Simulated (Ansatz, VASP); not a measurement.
**Au: VASP beside Ansatz**

```
Au
1.0
    -1.72356    1.72356    1.59098
     1.72356   -1.72356    1.59098
     1.72356    1.72356   -1.59098
Au
1
Direct
  0.00000 0.00000 0.00000
```

Change from the starting cell: strain +0.040 along x and y, -0.040 along z, atoms carried along.

Alike in both runs: task single point; functional PBEsol; k mesh 20 × 20 × 20; occupations gaussian, width 0.15 eV; no spin polarisation.

```csv
,VASP,Ansatz
version,VASP 6.6.1,Ansatz 0.2.0
potentials or method,"VASP PAW PBE potentials, release 64 (Au)","scalar-relativistic, plane waves, PAW"
plane-wave cutoff (eV),520,420
valence electrons in the cell,11,19
```

VASP gave:

- gap on the k mesh at the Fermi level (eV): none
- pressure (GPa): -13.3
- largest component of the traceless stress (GPa): 0.69

Q: Estimate Ansatz's values.

A: gap on the k mesh at the Fermi level (eV): none; pressure (GPa): -13.1; largest component of the traceless stress (GPa): 0.68.

A gap of «none» marks a metal or a gap that the smearing closes. The two sets of potentials don't hold the same shells in valence.

Caveats: the PAW data sets were made with another functional, which shifts forces and pressure a little (VASP). The runs have no spin-orbit coupling, so splittings on Au are missing.
